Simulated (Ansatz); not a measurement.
# Residual resistivity of an alloy: Mo(100) with 4 layers of random Mo-Rh, 2x2

Wanted: resistance against the alloy's length, first Mo(100) with 4 layers of random Mo-Rh, 2x2.

Program: Ansatz 0.2.0. Level of theory: Ansatz plane-wave DFT, PBE, PAW files; ballistic transport by layer matching (Landauer), zero bias; PAW set soft_1. Results are calculated unless marked as measured.

**1. The structure**

The cell holds 56 atoms: 48 Mo and 8 Rh. Cell: a = 6.294 Å, b = 6.294 Å, c = 22.029 Å, α = 90.0°, β = 90.0°, γ = 90.0°. It derives from Mo. Regions: lead, 40 atoms (40 Mo); scattering region, 16 atoms (8 Rh and 8 Mo). The structure is stacked along c, and the current runs across the ab planes.

**2. With 4 alloy layers**

In 4 layers a share of 0.5 of the sites is given to Rh at random. The layers about the cell's end stay perfect and serve as the lead. Disorder leaves little or no symmetry, which makes such runs dear. Energies from -0.05 to 0.05 eV in steps of 0.05 eV are too few for the program's thermal sum, so it prints no conductance; for a metal the transmission near the Fermi level serves, at a fraction of the cost.

File input.yaml:

```yaml
crystal:
  lattice:
    - [6.294, 0.0, 0.0]
    - [0.0, 6.294, 0.0]
    - [0.0, 0.0, 22.029]
  atoms:
    - { symbol: Mo, position: [0.0, 0.0, 0.0357142857] }
    - { symbol: Mo, position: [0.0, 0.5, 0.0357142857] }
    - { symbol: Mo, position: [0.5, 0.0, 0.0357142857] }
    - { symbol: Mo, position: [0.5, 0.5, 0.0357142857] }
    - { symbol: Mo, position: [0.25, 0.25, 0.1071428571] }
    - { symbol: Mo, position: [0.25, 0.75, 0.1071428571] }
    - { symbol: Mo, position: [0.75, 0.25, 0.1071428571] }
    - { symbol: Mo, position: [0.75, 0.75, 0.1071428571] }
    - { symbol: Mo, position: [0.0, 0.0, 0.1785714286] }
    - { symbol: Mo, position: [0.0, 0.5, 0.1785714286] }
    - { symbol: Mo, position: [0.5, 0.0, 0.1785714286] }
    - { symbol: Mo, position: [0.5, 0.5, 0.1785714286] }
    - { symbol: Mo, position: [0.25, 0.25, 0.25] }
    - { symbol: Mo, position: [0.25, 0.75, 0.25] }
    - { symbol: Mo, position: [0.75, 0.25, 0.25] }
    - { symbol: Mo, position: [0.75, 0.75, 0.25] }
    - { symbol: Mo, position: [0.0, 0.0, 0.3214285714] }
    - { symbol: Mo, position: [0.0, 0.5, 0.3214285714] }
    - { symbol: Mo, position: [0.5, 0.0, 0.3214285714] }
    - { symbol: Mo, position: [0.5, 0.5, 0.3214285714] }
    - { symbol: Rh, position: [0.25, 0.25, 0.3928571429] }
    - { symbol: Mo, position: [0.25, 0.75, 0.3928571429] }
    - { symbol: Mo, position: [0.75, 0.25, 0.3928571429] }
    - { symbol: Mo, position: [0.75, 0.75, 0.3928571429] }
    - { symbol: Rh, position: [0.0, 0.0, 0.4642857143] }
    - { symbol: Mo, position: [0.0, 0.5, 0.4642857143] }
    - { symbol: Rh, position: [0.5, 0.0, 0.4642857143] }
    - { symbol: Rh, position: [0.5, 0.5, 0.4642857143] }
    - { symbol: Rh, position: [0.25, 0.25, 0.5357142857] }
    - { symbol: Mo, position: [0.25, 0.75, 0.5357142857] }
    - { symbol: Mo, position: [0.75, 0.25, 0.5357142857] }
    - { symbol: Mo, position: [0.75, 0.75, 0.5357142857] }
    - { symbol: Rh, position: [0.0, 0.0, 0.6071428571] }
    - { symbol: Rh, position: [0.0, 0.5, 0.6071428571] }
    - { symbol: Mo, position: [0.5, 0.0, 0.6071428571] }
    - { symbol: Rh, position: [0.5, 0.5, 0.6071428571] }
    - { symbol: Mo, position: [0.25, 0.25, 0.6785714286] }
    - { symbol: Mo, position: [0.25, 0.75, 0.6785714286] }
    - { symbol: Mo, position: [0.75, 0.25, 0.6785714286] }
    - { symbol: Mo, position: [0.75, 0.75, 0.6785714286] }
    - { symbol: Mo, position: [0.0, 0.0, 0.75] }
    - { symbol: Mo, position: [0.0, 0.5, 0.75] }
    - { symbol: Mo, position: [0.5, 0.0, 0.75] }
    - { symbol: Mo, position: [0.5, 0.5, 0.75] }
    - { symbol: Mo, position: [0.25, 0.25, 0.8214285714] }
    - { symbol: Mo, position: [0.25, 0.75, 0.8214285714] }
    - { symbol: Mo, position: [0.75, 0.25, 0.8214285714] }
    - { symbol: Mo, position: [0.75, 0.75, 0.8214285714] }
    - { symbol: Mo, position: [0.0, 0.0, 0.8928571429] }
    - { symbol: Mo, position: [0.0, 0.5, 0.8928571429] }
    - { symbol: Mo, position: [0.5, 0.0, 0.8928571429] }
    - { symbol: Mo, position: [0.5, 0.5, 0.8928571429] }
    - { symbol: Mo, position: [0.25, 0.25, 0.9642857143] }
    - { symbol: Mo, position: [0.25, 0.75, 0.9642857143] }
    - { symbol: Mo, position: [0.75, 0.25, 0.9642857143] }
    - { symbol: Mo, position: [0.75, 0.75, 0.9642857143] }
kpoints:
  mp_grid: { grid: [4, 4, 1] }
hamiltonian:
  xc: pbe
  pseudopotentials: { kind: paw, azcp: { folder: soft_1 } }
scf:
  occupations: { method: fermi_dirac, width: 0.1 }
output:
  transmission: { leads: [[0, 4]], kmesh: [8, 8], e_range: [-0.05, 0.05], de: 0.05 }
  write_potential: true
  write_density: true
  volumetric_format: npy
```

Started as:

```
$ ansatz run input.yaml --threads 4 --pin off --max-ram 15360MiB --backend cpu --events-out ev --progress --plain --runs-dir out
```

Numbers of over 12 decimals in the logs are rounded to 6 here.

Output:

```text
Engine: ansatz 0.2.0, aarch64-unknown-linux-gnu
Pseudopotentials: kind: paw
Pseudopotential: Mo, paw, valence charge 14, recommended cutoff 420 eV (normal), soft_1/Mo.paw.azcp
Pseudopotential: Rh, paw, valence charge 17, recommended cutoff 420 eV (normal), soft_1/Rh.paw.azcp
Functional definition: PBE
  parameter kappa = 0.804
  parameter beta = 0.066725
  exchange = pbe_x(kappa = kappa, mu = beta*pi^2/3)
  correlation = pbe_c(beta = beta)
Crystal: 56 atoms, lattice volume = 872.666 Å³
Basis set: ecut = 420 eV, 17109 PW (Γ)
Bands: 485, of which v1, the nominal top of the filled ones, is band 404 counted from 1 (403 counted from 0)
Symmetry: 2 space group operations
Space group: Cm (ITA 8), of the structure as read, at distance tolerance 9.6e-5 Å
k-points: 7 of 16 (time reversal used)
Non-local potential: Mo, projectors of the file, l = 0: 3, l = 1: 2, l = 2: 2, l = 3: 1
Non-local potential: Rh, projectors of the file, l = 0: 3, l = 1: 2, l = 2: 2, l = 3: 1
PAW form: soft (Blöchl's): semilocal exchange-correlation on the pseudo side does not see the compensation charge
PAW one-centre angular grid: Mo, 590 points (default); XC on 64 Gauss nodes
PAW one-centre angular grid: Rh, 590 points (default); XC on 64 Gauss nodes
Initial density: superposition of atomic densities (chi_scale 0.1, normalization cell, long waves of neutral atoms (reshape's long-wave potential 2.17 eV rms, cloud 2.96 Å wide))
Initial wavefunctions: pseudopotential atomic-orbital guess
Functional: x = pbe(κ = 0.804, μ = 0.219515), c = pbe(β = 0.066725)
SCF iter   1: F=—  HF=-289154.057194 eV  |F-HF|=—  |Δ(HF+E_count)|=         —  Δρ=1.36e-1  dr2=1.03e3  ethr=3.10e-3  ⟨swp⟩=4.9  Hψ=10313  notcnv=0
preconditioner: auto → Kerker (q_TF=auto, 2.694 Å⁻¹)  [metal: Δε(μ)=0.012 eV  Ē_g=4.567 eV  σ=0.100 eV  W_gap=0.03  n_scr=294 (ndim 8)  ℏωp=23.8 eV  f_vac=0.000  D(μ)=48.05/eV (n_scr^D=434)]
SCF iter   2: F=—  HF=-289121.353587 eV  |F-HF|=—  |Δ(HF+E_count)|=    3.27e1  Δρ=6.51e-2  dr2=2.60e2  ethr=3.10e-3  ⟨swp⟩=2.0  Hψ=6909  notcnv=0
SCF iter   3: F=—  HF=-289111.667018 eV  |F-HF|=—  |Δ(HF+E_count)|=    9.69e0  Δρ=1.28e-2  dr2=2.25e0  ethr=3.10e-3  ⟨swp⟩=5.1  Hψ=9790  notcnv=0
SCF iter   4: F=—  HF=-289111.542817 eV  |F-HF|=—  |Δ(HF+E_count)|=   1.24e-1  Δρ=3.06e-3  dr2=1.23e0  ethr=2.79e-4  ⟨swp⟩=2.1  Hψ=4571  notcnv=0
SCF iter   5: F=—  HF=-289111.523679 eV  |F-HF|=—  |Δ(HF+E_count)|=   1.91e-2  Δρ=8.74e-4  dr2=8.40e-2  ethr=1.53e-4  ⟨swp⟩=1.0  Hψ=3395  notcnv=0
SCF iter   6: F=—  HF=-289111.522153 eV  |F-HF|=—  |Δ(HF+E_count)|=   1.53e-3  Δρ=3.25e-4  dr2=2.76e-3  ethr=1.04e-5  ⟨swp⟩=1.0  Hψ=3395  notcnv=0
SCF iter   7: F=—  HF=-289111.521979 eV  |F-HF|=—  |Δ(HF+E_count)|=   1.75e-4  Δρ=1.09e-4  dr2=2.29e-4  ethr=3.42e-7  ⟨swp⟩=2.3  Hψ=5691  notcnv=0
SCF iter   8: F=—  HF=-289111.521977 eV  |F-HF|=—  |Δ(HF+E_count)|=   1.95e-6  Δρ=1.92e-5  dr2=3.28e-6  ethr=2.84e-8  ⟨swp⟩=1.9  Hψ=3698  notcnv=0
SCF iter   9: F=—  HF=-289111.521018 eV  |F-HF|=—  |Δ(HF+E_count)|=   9.59e-4  Δρ=4.95e-6  dr2=5.37e-7  ethr=4.06e-10  ⟨swp⟩=2.0  Hψ=6260  notcnv=0
SCF iter  10: F=-289111.521018 eV  HF=-289111.521018 eV  |F-HF|=2.75e-8  |Δ(HF+E_count)|=   3.07e-8  Δρ=1.37e-6  dr2=3.20e-8  ethr=1.24e-11  ⟨swp⟩=6.4  Hψ=8657  notcnv=0
SCF 1 converged in 10 iterations: F = -289111.521018 eV  dr2 = 3.20e-8
  greatest PAW one-centre occupation: 1.000 electrons in one spin orbital (limit 2), on the Rh atom at site 35 (counted from 0), in its partial waves of l = 0
transmission: 90 of 882 steps passed
transmission: 177 of 882 steps passed
[...]
transmission: 882 of 882 steps passed
SCF converged after 10 iterations
Free energy (F): -289111.521018 eV
Harris-Foulkes:  -289111.521018 eV  (|F-HF|=2.75e-8)
Internal energy: -289109.659285 eV  (E = F + TS)
E sigma→0 (E₀):  -289110.590151 eV
Entropy (-TS):   -1.861733 eV (-33.245 meV/atom)
Fermi energy:    20.914360 eV
--- Per-component energies (eV) ---
  E_band       = -3621.912967
  E_kinetic    = 24553.433867
  E_local      = -52844.719457  (includes V_loc(G=0)·N_el)
  E_nonlocal   = 9498.950886
  E_hartree    = 18861.087185
  E_xc         = -10072.245545
  E_vxc        = -12570.339629  (∫ρ·V_xc dr)
  E_paw        = -182994.208421  (= ΣΔE_a)
  E_vpaw       = -9981.418730  (= ΣTr[D̂ρ^β])
  E_aug_tail   = 0.003257  (compensation charges beyond the density's cutoff)
  E_ewald      = -96111.961055
  E_smearing   = -1.861733  (= −TS)
  E_closure    = -0.000000  (closes the sum)
  Σ components = -289111.521018   (vs F -289111.521018, Δ=0.00e0)
--- Band table (eV; the first three rows and the last of 7) ---
  k-point 0: bands = [... 400 lower, 20.9445, 21.0184, 21.0256, 21.0627, 21.0768, 21.1260, 21.1549, 21.1687, ... 77 higher]
  k-point 1: bands = [... 400 lower, 20.8210, 20.8380, 20.8651, 20.8873, 20.9010, 20.9449, 20.9610, 20.9786, ... 77 higher]
  k-point 2: bands = [... 400 lower, 20.7084, 20.7801, 20.8527, 20.8637, 20.9011, 20.9144, 20.9609, 21.0013, ... 77 higher]
  k-point 6: bands = [... 400 lower, 20.8949, 20.9532, 20.9754, 20.9819, 20.9952, 21.0996, 21.1102, 21.1107, ... 77 higher]
--- Transmission ---
  basis      : 349 plane waves across, 42 finite elements along
  points     : 21, standing for a mesh of 8 x 8
  energies   : 3 from -0.050000 to 0.050000 eV about the Fermi level, 0.050000 eV apart; the leads are filled to 0.000000 eV, and channels, transmission and decay are at 0.000000 eV
  crystal 0  : Mo4, at the sites [0, 4], period 1.5735 Å, over 15.73 Å; its Hamiltonian steps by up to 28.3 meV: too much for a lead, lay more layers or, if its atoms are ordered, name the step of that order
    offset         : up to 0.0000 Å between an atom of the period and one for which it stands
    channels       : 6.531250e0 a spin
    conductance    : none, the energies end too early or step too widely for 300 K: set another output.transmission.e_range or a lower de, or, where they end at an eighth of basis.ecutwfc, a higher one
    slowest decay  : 0.0488 /Å at (0.5000, 0.3750)
  junction   : crystal 0 to crystal 0, 0.70 to 21.15 Å
    transmission   : 3.146069e0 a spin
    conductance    : none, the energies end too early or step too widely for 300 K: set another output.transmission.e_range or a lower de, or, where they end at an eighth of basis.ecutwfc, a higher one
```

Run time: 8.4 min. Hardware: 4 threads of Arm Neoverse V1, shared host; peak memory 7.7 GiB.

This step gave:

```yaml
free_energy: -289111.5210 eV
energy_at_zero_smearing: -289110.5902 eV
fermi_energy: 20.91 eV
cell_area: 39.61 Å²
transmission_per_spin_nearest_the_fermi_level: 3.146
open_channels_per_spin_nearest_the_fermi_level: 6.531
step_of_the_lead_s_potential: 28.3 meV
```

Per spin. Transmission, zone mean against energy, zero at the Fermi level:

| energy (eV) | transmission, zone mean |
| --- | --- |
| -0.0500 | 3.13 |
| 0.0000 | 3.15 |
| 0.0500 | 3.26 |

Per spin. Open channels, zone mean, lead against energy, zero at the Fermi level:

| energy (eV) | open channels, zone mean, lead |
| --- | --- |
| -0.0500 | 6.59 |
| 0.0000 | 6.53 |
| 0.0500 | 6.84 |

Transmission over k1 and k2. At 0.0000 eV from the Fermi level.

Values, 8 rows by 8 columns:
```
0.00 0.45 0.53 2.23 3.00 2.68 0.83 0.96
1.14 0.53 2.12 5.27 7.13 5.40 2.12 0.83
1.89 2.23 5.27 7.39 7.26 7.40 5.40 2.68
1.83 3.00 7.13 7.26 7.37 7.26 7.13 3.00
1.89 2.68 5.40 7.40 7.26 7.39 5.27 2.23
1.14 0.83 2.12 5.40 7.13 5.27 2.12 0.53
0.00 0.96 0.83 2.68 3.00 2.23 0.53 0.45
0.00 0.00 1.14 1.89 1.83 1.89 1.14 0.00
```
Columns: k1 (b1) from -0.5 to 0.375; rows upwards: k2 (b2) from -0.5 to 0.375.

Open channels over k1 and k2. At 0.0000 eV from the Fermi level.

Ten even steps from '_' (0.0) to '@' (15.0):
```
____..--==--..__
::..::##@@##::..
::--##@@@@@@##--
::==@@@@@@@@@@==
::--##@@@@@@##--
::..::##@@##::..
____..--==--..__
____::::::::::__
```
Columns: k1 (b1) from -0.5 to 0.375; rows upwards: k2 (b2) from -0.5 to 0.375.

Over the solved energies the transmission per spin lies between 3.13 and 3.26, out of 6.66 channels of the lead on average (up to 6.84). The log calls the step of a lead's potential too much.

**3. With 8 alloy layers**

In 8 layers a share of 0.5 of the sites is given to Rh at random. A fresh draw is used; the growth of the resistance with length is what counts.

System of this step: Mo(100) with 8 layers of random Mo-Rh, 2x2. The cell holds 72 atoms: 56 Mo and 16 Rh. Cell: a = 6.294 Å, b = 6.294 Å, c = 28.323 Å, α = 90.0°, β = 90.0°, γ = 90.0°. It derives from Mo. Regions: lead, 40 atoms (40 Mo); scattering region, 32 atoms (16 Mo and 16 Rh). The structure is stacked along c, and the current runs across the ab planes.

File input.yaml:

```yaml
crystal:
  lattice:
    - [6.294, 0.0, 0.0]
    - [0.0, 6.294, 0.0]
    - [0.0, 0.0, 28.323]
  atoms:
    - { symbol: Mo, position: [0.0, 0.0, 0.0277777778] }
    - { symbol: Mo, position: [0.0, 0.5, 0.0277777778] }
    - { symbol: Mo, position: [0.5, 0.0, 0.0277777778] }
    - { symbol: Mo, position: [0.5, 0.5, 0.0277777778] }
    - { symbol: Mo, position: [0.25, 0.25, 0.0833333333] }
    - { symbol: Mo, position: [0.25, 0.75, 0.0833333333] }
    - { symbol: Mo, position: [0.75, 0.25, 0.0833333333] }
    - { symbol: Mo, position: [0.75, 0.75, 0.0833333333] }
    - { symbol: Mo, position: [0.0, 0.0, 0.1388888889] }
    - { symbol: Mo, position: [0.0, 0.5, 0.1388888889] }
    - { symbol: Mo, position: [0.5, 0.0, 0.1388888889] }
    - { symbol: Mo, position: [0.5, 0.5, 0.1388888889] }
    - { symbol: Mo, position: [0.25, 0.25, 0.1944444444] }
    - { symbol: Mo, position: [0.25, 0.75, 0.1944444444] }
    - { symbol: Mo, position: [0.75, 0.25, 0.1944444444] }
    - { symbol: Mo, position: [0.75, 0.75, 0.1944444444] }
    - { symbol: Mo, position: [0.0, 0.0, 0.25] }
    - { symbol: Mo, position: [0.0, 0.5, 0.25] }
    - { symbol: Mo, position: [0.5, 0.0, 0.25] }
    - { symbol: Mo, position: [0.5, 0.5, 0.25] }
    - { symbol: Mo, position: [0.25, 0.25, 0.3055555556] }
    - { symbol: Mo, position: [0.25, 0.75, 0.3055555556] }
    - { symbol: Mo, position: [0.75, 0.25, 0.3055555556] }
    - { symbol: Rh, position: [0.75, 0.75, 0.3055555556] }
    - { symbol: Rh, position: [0.0, 0.0, 0.3611111111] }
    - { symbol: Mo, position: [0.0, 0.5, 0.3611111111] }
    - { symbol: Rh, position: [0.5, 0.0, 0.3611111111] }
    - { symbol: Mo, position: [0.5, 0.5, 0.3611111111] }
    - { symbol: Rh, position: [0.25, 0.25, 0.4166666667] }
    - { symbol: Rh, position: [0.25, 0.75, 0.4166666667] }
    - { symbol: Mo, position: [0.75, 0.25, 0.4166666667] }
    - { symbol: Rh, position: [0.75, 0.75, 0.4166666667] }
    - { symbol: Mo, position: [0.0, 0.0, 0.4722222222] }
    - { symbol: Mo, position: [0.0, 0.5, 0.4722222222] }
    - { symbol: Mo, position: [0.5, 0.0, 0.4722222222] }
    - { symbol: Rh, position: [0.5, 0.5, 0.4722222222] }
    - { symbol: Rh, position: [0.25, 0.25, 0.5277777778] }
    - { symbol: Rh, position: [0.25, 0.75, 0.5277777778] }
    - { symbol: Rh, position: [0.75, 0.25, 0.5277777778] }
    - { symbol: Rh, position: [0.75, 0.75, 0.5277777778] }
    - { symbol: Mo, position: [0.0, 0.0, 0.5833333333] }
    - { symbol: Mo, position: [0.0, 0.5, 0.5833333333] }
    - { symbol: Rh, position: [0.5, 0.0, 0.5833333333] }
    - { symbol: Rh, position: [0.5, 0.5, 0.5833333333] }
    - { symbol: Rh, position: [0.25, 0.25, 0.6388888889] }
    - { symbol: Mo, position: [0.25, 0.75, 0.6388888889] }
    - { symbol: Mo, position: [0.75, 0.25, 0.6388888889] }
    - { symbol: Mo, position: [0.75, 0.75, 0.6388888889] }
    - { symbol: Mo, position: [0.0, 0.0, 0.6944444444] }
    - { symbol: Mo, position: [0.0, 0.5, 0.6944444444] }
    - { symbol: Rh, position: [0.5, 0.0, 0.6944444444] }
    - { symbol: Rh, position: [0.5, 0.5, 0.6944444444] }
    - { symbol: Mo, position: [0.25, 0.25, 0.75] }
    - { symbol: Mo, position: [0.25, 0.75, 0.75] }
    - { symbol: Mo, position: [0.75, 0.25, 0.75] }
    - { symbol: Mo, position: [0.75, 0.75, 0.75] }
    - { symbol: Mo, position: [0.0, 0.0, 0.8055555556] }
    - { symbol: Mo, position: [0.0, 0.5, 0.8055555556] }
    - { symbol: Mo, position: [0.5, 0.0, 0.8055555556] }
    - { symbol: Mo, position: [0.5, 0.5, 0.8055555556] }
    - { symbol: Mo, position: [0.25, 0.25, 0.8611111111] }
    - { symbol: Mo, position: [0.25, 0.75, 0.8611111111] }
    - { symbol: Mo, position: [0.75, 0.25, 0.8611111111] }
    - { symbol: Mo, position: [0.75, 0.75, 0.8611111111] }
    - { symbol: Mo, position: [0.0, 0.0, 0.9166666667] }
    - { symbol: Mo, position: [0.0, 0.5, 0.9166666667] }
    - { symbol: Mo, position: [0.5, 0.0, 0.9166666667] }
    - { symbol: Mo, position: [0.5, 0.5, 0.9166666667] }
    - { symbol: Mo, position: [0.25, 0.25, 0.9722222222] }
    - { symbol: Mo, position: [0.25, 0.75, 0.9722222222] }
    - { symbol: Mo, position: [0.75, 0.25, 0.9722222222] }
    - { symbol: Mo, position: [0.75, 0.75, 0.9722222222] }
kpoints:
  mp_grid: { grid: [4, 4, 1] }
hamiltonian:
  xc: pbe
  pseudopotentials: { kind: paw, azcp: { folder: soft_1 } }
scf:
  occupations: { method: fermi_dirac, width: 0.1 }
output:
  transmission: { leads: [[0, 4]], kmesh: [8, 8], e_range: [-0.05, 0.05], de: 0.05 }
  write_potential: true
  write_density: true
  volumetric_format: npy
```

Output:

```text
[...]
Crystal: 72 atoms, lattice volume = 1122.000 Å³
Basis set: ecut = 420 eV, 21955 PW (Γ)
Bands: 634, of which v1, the nominal top of the filled ones, is band 528 counted from 1 (527 counted from 0)
Symmetry: 1 space group operations
[...]
k-points: 10 of 16 (time reversal used)
[...]
SCF iter   1: F=—  HF=-380035.408167 eV  |F-HF|=—  |Δ(HF+E_count)|=         —  Δρ=1.35e-1  dr2=2.09e3  ethr=3.10e-3  ⟨swp⟩=4.9  Hψ=18960  notcnv=0
[...]
SCF iter  10: F=-379981.905993 eV  HF=-379981.905993 eV  |F-HF|=4.83e-8  |Δ(HF+E_count)|=   3.36e-8  Δρ=1.06e-6  dr2=5.23e-8  ethr=9.47e-12  ⟨swp⟩=6.7  Hψ=14671  notcnv=0
SCF 1 converged in 10 iterations: F = -379981.905993 eV  dr2 = 5.23e-8
[...]
transmission: 192 of 1904 steps passed
transmission: 381 of 1904 steps passed
[...]
transmission: 1904 of 1904 steps passed
SCF converged after 10 iterations
Free energy (F): -379981.905993 eV
[...]
Internal energy: -379979.387307 eV  (E = F + TS)
E sigma→0 (E₀):  -379980.646650 eV
Entropy (-TS):   -2.518686 eV (-34.982 meV/atom)
Fermi energy:    20.752850 eV
[...]
--- Band table (eV; the first three rows and the last of 10) ---
  k-point 0: bands = [... 524 lower, 20.8090, 20.8242, 20.8283, 20.8647, 20.8739, 20.8971, 20.9217, 20.9597, ... 102 higher]
  k-point 1: bands = [... 524 lower, 20.6932, 20.7128, 20.7238, 20.7394, 20.7617, 20.7834, 20.8090, 20.8222, ... 102 higher]
  k-point 2: bands = [... 524 lower, 20.6356, 20.6580, 20.7023, 20.7399, 20.7676, 20.8071, 20.8262, 20.8516, ... 102 higher]
  k-point 9: bands = [... 524 lower, 20.7433, 20.7820, 20.8286, 20.8584, 20.8905, 20.9001, 20.9180, 20.9310, ... 102 higher]
--- Transmission ---
  basis      : 349 plane waves across, 56 finite elements along
  points     : 34, standing for a mesh of 8 x 8
[...]
channels       : 6.593750e0 a spin
[...]
slowest decay  : 0.0480 /Å at (0.5000, 0.3750)
  junction   : crystal 0 to crystal 0, 0.70 to 27.45 Å
    transmission   : 2.271900e0 a spin
[...]
```

Wall time 21 min (4 threads); peak memory 8.1 GiB.

This step gave:

- free energy: -379981.9060 eV
- energy at zero smearing: -379980.6466 eV
- Fermi energy: 20.75 eV
- transmission per spin nearest the Fermi level: 2.272
- open channels per spin nearest the Fermi level: 6.594
- step of the lead's potential: 19 meV

Per spin. Transmission, zone mean against energy, zero at the Fermi level:

| energy (eV) | transmission, zone mean |
| --- | --- |
| -0.0500 | 2.19 |
| 0.0000 | 2.27 |
| 0.0500 | 2.29 |

Over the solved energies the transmission per spin lies between 2.19 and 2.29, out of 6.68 channels of the lead on average (up to 6.84).

(Part 1 of 2 ends here.)

[Logs are printed without paths, hosts, clocks, repeated set-up lines and the standing remarks that a program may print on its own settings, such as how far it seeks lower states.]

[Hosts, paths, dates, database ids (printed as entryN), source tags and the programs' standing remarks are cut or masked in the printed files.]
